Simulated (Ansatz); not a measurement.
**ZrS$_{2}$ at several levels of theory**

One geometry, relaxed with PBE+D3(BJ), and single points on it; plane waves with PAW potentials in Ansatz, scalar-relativistic unless the row names spin-orbit coupling. No spin polarisation. Meshes are on the primitive cell of 3 atoms. Gaps are the least over mesh and band path; pressure is positive in compression. Smearing is Gaussian, 0.02 eV. Rows that don't name D3 lack it, which shows in their pressure.

```xyz
3
Lattice="3.6347 0.0000 0.0000 -1.8173 3.1477 0.0000 0.0000 0.0000 5.7209" Properties=species:S:1:pos:R:3 pbc="T T T"
Zr    0.0000    0.0000    0.0000
S     1.8173    1.0492    4.2604
S     0.0000    2.0985    1.4606
```

```
     level cutoff (eV) k mesh gap (eV) pressure (GPa) rough cost with bands (core-min)
PBE+D3(BJ)          420  12×12×6      0.66             0.0                               0.9
```

Problem. What do r2SCAN, PBE+D3(BJ) with spin-orbit coupling, PBEsol give on the same cell?

Solution.
| level | cutoff (eV) | k mesh | gap (eV) | pressure (GPa) | rough cost with bands (core-min) |
| --- | --- | --- | --- | --- | --- |
| r2SCAN | 500 | 12×12×6 | 0.96 | 2.6 | 1.2 |
| PBE+D3(BJ) with spin-orbit coupling | 420 | 12×12×6 | 0.65 | 0.0 | 1 |
| PBEsol | 420 | 12×12×6 | 0.58 | -0.7 | 0.9 |